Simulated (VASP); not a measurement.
# ZnSe (F-43m) in VASP: further runs

One crystal, ZnSe, is run at these levels: PBE; tasks: relaxation of cell and atoms.

Program: VASP 6.6.1. These are calculated values, not measurements. Logs are shortened: lines on timing, memory, paths and dates and some standing lists are left out, and cuts for length are marked.

### Step 1. Starting point

The structure is cubic, space group F-43m (No. 216). The conventional cell has a = 5.668 Å, b = 5.668 Å, c = 5.668 Å, α = 90.00°, β = 90.00°, γ = 90.00°. Zn (site symmetry -43m) has 4 Se at 2.45 Å as nearest neighbours. Around Se (site symmetry -43m) lie 4 Zn at 2.45 Å.

### Step 2. Relaxation of cell and atoms, PBE

INCAR reads:

```
PREC = Accurate
ENCUT = 520
EDIFF = 1E-7
ISMEAR = 0
SIGMA = 0.02
LREAL = False
LASPH = True
NELM = 60
ALGO = Normal
ISIF = 3
LWAVE = False
LCHARG = False
GGA = PE
IBRION = 2
NSW = 80
EDIFFG = -0.002
KPAR = 4
```

KPOINTS reads:

```
regular mesh
0
Gamma
  10 10 10
```

POSCAR reads:

```
ZnSe
1.0
    0.0000000000      2.8338000000      2.8338000000
    2.8338000000      0.0000000000      2.8338000000
    2.8338000000      2.8338000000      0.0000000000
Zn Se
1 1
Direct
    0.0000000000      0.0000000000      0.0000000000
    0.2500000000      0.2500000000      0.2500000000
```

Potentials or basis: VASP PAW PBE potentials, release 64 (Zn, Se).

Started as:

```
$ cat potpaw_PBE.64/Zn/POTCAR potpaw_PBE.64/Se/POTCAR > POTCAR
$ mpirun -np 4 vasp_std > vasp.out
```

OUTCAR:

```text
PREC = Accurate
   ENCUT = 520
   EDIFF = 1E-7
   ISMEAR = 0
   LREAL = False
   LASPH = True
   NELM = 60
   ISIF = 3
   GGA = PE
   IBRION = 2
   NSW = 80
   EDIFFG = -0.002

 ion  position               nearest neighbor table
   1  0.000  0.000  0.000-   2 2.45   2 2.45   2 2.45   2 2.45
   2  0.250  0.250  0.250-   1 2.45   1 2.45   1 2.45   1 2.45

  LATTYP: Found a face centered cubic cell.
 ALAT       =     5.6676000000

  Lattice vectors:

 A1 = (   0.0000000000,   2.8338000000,   2.8338000000)
 A2 = (   2.8338000000,   0.0000000000,   2.8338000000)
 A3 = (   2.8338000000,   2.8338000000,   0.0000000000)

Analysis of symmetry for initial positions (statically):
=====================================================================
 Subroutine PRICEL returns:
 Original cell was already a primitive cell.

 Routine SETGRP: Setting up the symmetry group for a
 face centered cubic supercell.

 Subroutine GETGRP returns: Found 24 space group operations
 (whereof 24 operations were pure point group operations)
 out of a pool of 48 trial point group operations.

The static configuration has the point symmetry T_d .

Analysis of symmetry for dynamics (positions and initial velocities):
=====================================================================
 Subroutine PRICEL returns:
 Original cell was already a primitive cell.

 Routine SETGRP: Setting up the symmetry group for a
 face centered cubic supercell.

 Subroutine GETGRP returns: Found 24 space group operations
 (whereof 24 operations were pure point group operations)
 out of a pool of 48 trial point group operations.

The dynamic configuration has the point symmetry T_d .

 Subroutine INISYM returns: Found 24 space group operations
 (whereof 24 operations are pure point group operations),
 and found     1 'primitive' translations

----------------------------------------------------------------------------------------

                                     Primitive cell

  volume of cell :      45.5132

  direct lattice vectors                    reciprocal lattice vectors
     0.000000000  2.833800000  2.833800000    -0.176441527  0.176441527  0.176441527
     2.833800000  0.000000000  2.833800000     0.176441527 -0.176441527  0.176441527
     2.833800000  2.833800000  0.000000000     0.176441527  0.176441527 -0.176441527

  length of vectors
     4.007598393  4.007598393  4.007598393     0.305605690  0.305605690  0.305605690

  position of ions in fractional coordinates (direct lattice)
     0.000000000  0.000000000  0.000000000
     0.250000000  0.250000000  0.250000000

  ion indices of the primitive-cell ions
   primitive index   ion index
                 1           1
                 2           2

----------------------------------------------------------------------------------------

 KPOINTS: regular mesh

Automatic generation of k-mesh.
 Grid dimensions read from file:
 generate k-points for:   10   10   10

 Generating k-lattice:

  Cartesian coordinates                     Fractional coordinates (reciprocal lattice)
    -0.017644153  0.017644153  0.017644153     0.100000000  0.000000000  0.000000000
     0.017644153 -0.017644153  0.017644153     0.000000000  0.100000000  0.000000000
     0.017644153  0.017644153 -0.017644153     0.000000000  0.000000000  0.100000000

  Length of vectors
     0.030560569  0.030560569  0.030560569

  Shift w.r.t. Gamma in fractional coordinates (k-lattice)
     0.000000000  0.000000000  0.000000000

 Subroutine IBZKPT returns following result:
 ===========================================

 Found     47 irreducible k-points:

 Following reciprocal coordinates:
            Coordinates               Weight
  0.000000  0.000000  0.000000      1.000000
  0.100000  0.000000  0.000000      8.000000
  0.200000  0.000000  0.000000      8.000000
  0.300000  0.000000  0.000000      8.000000
  0.400000  0.000000  0.000000      8.000000
  0.500000  0.000000  0.000000      4.000000
[... 16 lines left out ...]
  0.300000  0.300000  0.000000      6.000000
  0.400000  0.300000  0.000000     24.000000
 [... further k-points ...]
   k-points           NKPTS =     47   k-points in BZ     NKDIM =     47   number of bands    NBANDS=     13
   number of dos      NEDOS =    301   number of ions     NIONS =      2
   total plane-waves  NPLWV =  27000
   dimension x,y,z NGX =    30 NGY =   30 NGZ =   30
   dimension x,y,z NGXF=    60 NGYF=   60 NGZF=   60
   ions per type =               1   1
   NGX,Y,Z   is equivalent  to a cutoff of  12.44, 12.44, 12.44 a.u.
   NGXF,Y,Z  is equivalent  to a cutoff of  24.89, 24.89, 24.89 a.u.
 SYSTEM =  unknown system
   PREC   = accura    normal or accurate (medium, high low for compatibility)
   ISTART =      0    job   : 0-new  1-cont  2-samecut
   ICHARG =      2    charge: 1-file 2-atom 10-const
   ISPIN  =      1    spin polarized calculation?
   LNONCOLLINEAR =      F non collinear calculations
   LSORBIT =      F    spin-orbit coupling
   LASPH  =      T    aspherical Exc in radial PAW
   ENCUT  =  520.0 eV  38.22 Ry    6.18 a.u.   7.45  7.45  7.45*2*pi/ulx,y,z
   NELM   =     60;   NELMIN=  2; NELMDL= -5     # of ELM steps
   EDIFF  = 0.1E-06   stopping-criterion for ELM
   LREAL  =      F    real-space projection
   EDIFFG = -.2E-02   stopping-criterion for IOM
   NSW    =     80    number of steps for IOM
   IBRION =      2    ionic relax: 0-MD 1-quasi-New 2-CG
   NFREE  =      1    steps in history (QN), initial steepest desc. (CG)
   ISIF   =      3    stress and relaxation
   ISYM   =      2    0-nonsym 1-usesym 2-fastsym
   POTIM  = 0.5000    time-step for ionic-motion
   TEBEG  =    0.0;   TEEND  =   0.0 temperature during run
   PSTRESS=    0.0 pullay stress
   NELECT =      18.0000    total number of electrons
   NUPDOWN=      -1.0000    fix difference up-down
   EMIN   =  10.00;   EMAX   =-10.00  energy-range for DOS
   EFERMI =   0.00;   METHOD = LEGACY
   ISMEAR =     0;   SIGMA  =   0.02  broadening in eV -4-tet -1-fermi 0-gaus
   EFERMI_NEDOS =   21; number of points for ismear=-14 and -15
   IALGO  =     38    algorithm
   IMIX   =      4    mixing-type and parameters
     AMIX     =   0.40;   BMIX     =  1.00
     AMIX_MAG =   1.60;   BMIX_MAG =  1.00
  volume/ion in A,a.u.               =      22.76       153.57
  Fermi-wavevector in a.u.,A,eV,Ry     =   1.201673  2.270834 19.647073  1.444019
  Thomas-Fermi vector in A             =   2.337476
   LORBIT       =      0    0 simple, 1 ext, 2 COOP (PROOUT), +10 PAW based schemes
   GGA     = PE    functional components
   LHFCALC =     F    Hartree Fock is set to
   AEXX    =    0.0000 exact exchange contribution
   IVDW    =     0    specifies the selected vdW correction
   LEPSILON=     F    determine dielectric tensor
   LRPA    =     F    only Hartree local field effects (RPA)
 conjugate gradient relaxation of ions
 non-spin polarized calculation
 Gauss-broadening in eV      SIGMA  =   0.02
  energy-cutoff  :      520.00
  volume of cell :       45.51
 maximum number of plane-waves:      1244
 NGX is ok and might be reduce to    30
   NGX = 15   NGY = 15   NGZ = 15

--------------------------------------- Ionic step        1  -------------------------------------------

 number of electron      18.0000012 magnetization

 Free energy of the ion-electron system (eV)
  ---------------------------------------------------
  ext. energy  EPLUGINS =         0.00000000
  ---------------------------------------------------
  free energy    TOTEN  =        -6.02076833 eV

  energy without entropy =       -6.02076833  energy(sigma->0) =       -6.02076833

------------------------ aborting loop because EDIFF is reached ----------------------------------------

  FORCE on cell =-STRESS in cart. coord.  units (eV):
  Direction    XX          YY          ZZ          XY          YZ          ZX
  --------------------------------------------------------------------------------------
  -------------------------------------------------------------------------------------
  Total        0.6699390      0.6699390      0.6699390      0.0000000      0.0000000      0.0000000
  in kB       23.5835004     23.5835004     23.5835004      0.0000000      0.0000000      0.0000000
  external PRESSURE =      23.5835004 kB  Pullay stress =       0.0000000 kB
[... 57 lines left out ...]
  energy  without entropy=       -6.0322730403  energy(sigma->0) =       -6.03227304

--------------------------------------- Ionic step        3  -------------------------------------------

 number of electron      18.0000016 magnetization

 Free energy of the ion-electron system (eV)
  ---------------------------------------------------
  ext. energy  EPLUGINS =         0.00000000
  ---------------------------------------------------
  free energy    TOTEN  =        -6.03315253 eV

  energy without entropy =       -6.03315253  energy(sigma->0) =       -6.03315253

 E-fermi :   1.4293     XC(G=0):  -9.1506

 val. band max:        1.2965060478   @ k =   0.0000   0.0000   0.0000
 cond. band min:       2.4371438709   @ k =   0.0000   0.0000   0.0000
 fundamental gap:      1.1406378231
 Fermi energy:         1.4292600535

 k-point     1 :       0.0000    0.0000    0.0000
  band No.  band energies     occupation
      1     -11.7281      2.00000
      2      -5.1188      2.00000
      3      -5.1188      2.00000
      4      -5.1188      2.00000
      5      -4.7823      2.00000
      6      -4.7823      2.00000
      7       1.2965      2.00000
      8       1.2965      2.00000
      9       1.2965      2.00000
     10       2.4371      0.00000
     11       7.1072      0.00000
     12       7.1072      0.00000
     13       7.1072      0.00000
[... 353 lines left out ...]
 k-point    24 :       0.4000    0.3000    0.0000
  band No.  band energies     occupation
      1     -10.9718      2.00000
      2      -5.0735      2.00000
      3      -4.9513      2.00000
      4      -4.9404      2.00000
      5      -4.7509      2.00000
      6      -4.7493      2.00000
      7      -2.6018      2.00000
      8      -0.5711      2.00000
      9      -0.3614      2.00000
     10       4.8922      0.00000
     11       5.4029      0.00000
     12       9.4325      0.00000
     13      10.3624      0.00000

 [... further k-points ...]

------------------------ aborting loop because EDIFF is reached ----------------------------------------

  FORCE on cell =-STRESS in cart. coord.  units (eV):
  Direction    XX          YY          ZZ          XY          YZ          ZX
  --------------------------------------------------------------------------------------
  -------------------------------------------------------------------------------------
  Total        0.0036468      0.0036468      0.0036468     -0.0000000      0.0000000      0.0000000
  in kB        0.1236262      0.1236262      0.1236262     -0.0000000      0.0000000      0.0000000
  external PRESSURE =       0.1236262 kB  Pullay stress =       0.0000000 kB
[... 17 lines left out ...]
  FREE ENERGIE OF THE ION-ELECTRON SYSTEM (eV)
  ---------------------------------------------------
  free  energy   TOTEN  =        -6.0331525328 eV

  energy  without entropy=       -6.0331525328  energy(sigma->0) =       -6.03315253

 reached required accuracy - stopping structural energy minimisation
```

Run time: 16 s. Hardware: 4 MPI ranks of Intel Xeon Platinum 8488C (Sapphire Rapids), shared host; peak memory 0.18 GiB.

What came out:

```yaml
Free_energy: -6.0332 eV
Relaxed_volume: 23.63 Å³/atom
Relaxed_cell: a = 4.058 Å, b = 4.058 Å, c = 4.058 Å, α = 60.00°, β = 60.00°, γ = 60.00°
Space_group_after_relaxing_to_0.05_Å: F-43m (No. 216)
Energy_gained_by_relaxing: 6.2 meV/atom
Ionic_steps: 3
Pressure_after_relaxing: 0.0 GPa
Band_gap_on_the_k_mesh: 1.14 eV, direct
```

The path:
| step | energy change (eV) | largest force (eV/Å) | pressure (GPa) | volume (Å³) |
| --- | --- | --- | --- | --- |
| 1 | 0.0000 | 0.0000 | 2.36 | 45.51 |
| 2 | -0.0115 | 0.0000 | -0.56 | 47.76 |
| 3 | -0.0124 | 0.0000 | 0.01 | 47.26 |

Final structure:
```
CELL_PARAMETERS angstrom
0.00000 2.86965 2.86965
2.86965 0.00000 2.86965
2.86965 2.86965 0.00000
ATOMIC_POSITIONS crystal
Zn 0.00000 0.00000 0.00000
Se 0.25000 0.25000 0.25000
```

As with any semilocal functional, this PBE gap is likely too small. Zero-point motion and thermal expansion aren't in these numbers.

### Step 3. Relaxation of cell and atoms, PBE

This run uses another cell than the first one, of 23.63 Å³/atom, 1.038 times its volume.

INCAR is that of step 2.

KPOINTS is that of step 2.

POSCAR reads:

```
ZnSe                                    
1.0
   -0.0000000000      2.8696458686      2.8696458686
    2.8696458686      0.0000000000      2.8696458686
    2.8696458686      2.8696458686      0.0000000000
  Zn              Se            
     1     1
Direct
     0.0000000000000000    0.0000000000000000    0.0000000000000000
     0.2500000000000000    0.2500000000000000    0.2500000000000000
```

Potentials or basis: VASP PAW PBE potentials, release 64 (Zn, Se).

Started as:

```
$ cat potpaw_PBE.64/Zn/POTCAR potpaw_PBE.64/Se/POTCAR > POTCAR
$ mpirun -np 4 vasp_std > vasp.out
```

Wall time 9.5 s (4 MPI ranks of Intel Xeon Platinum 8488C (Sapphire Rapids), shared host); peak memory 0.18 GiB.

It converged, with:

```
Free energy                            : -6.0332 eV
Relaxed volume                         : 23.64 Å³/atom
Relaxed cell                           : a = 4.059 Å, b = 4.059 Å, c = 4.059 Å, α = 60.00°, β = 60.00°, γ = 60.00°
Space group after relaxing (to 0.05 Å) : F-43m (No. 216)
Energy gained by relaxing              : 0.0 meV/atom
Ionic steps                            : 2
Pressure after relaxing                : 0.0 GPa
Band gap on the k mesh                 : 1.14 eV, direct
```

Final structure:
```cif
data_structure
_symmetry_space_group_name_H-M 'P 1'
_symmetry_Int_Tables_number 1
_cell_length_a 4.0590
_cell_length_b 4.0590
_cell_length_c 4.0590
_cell_angle_alpha 60.000
_cell_angle_beta 60.000
_cell_angle_gamma 60.000
_cell_volume 47.29
loop_
_atom_site_label
_atom_site_type_symbol
_atom_site_fract_x
_atom_site_fract_y
_atom_site_fract_z
_atom_site_occupancy
Zn1 Zn 0.00000 0.00000 0.00000 1
Se1 Se 0.25000 0.25000 0.25000 1
```

Levels at points of the mesh, in eV from the valence-band top:
```tsv
k point	band 7	band 8	band 9	band 10	band 11	band 12
(0.00, 0.00, 0.00)	0.00	0.00	0.00	1.14	5.81	5.81
(0.50, 0.00, 0.00)	-4.99	-0.81	-0.81	2.48	6.39	6.39
(0.50, 0.50, 0.00)	-4.59	-2.05	-2.05	3.07	3.46	10.47
```
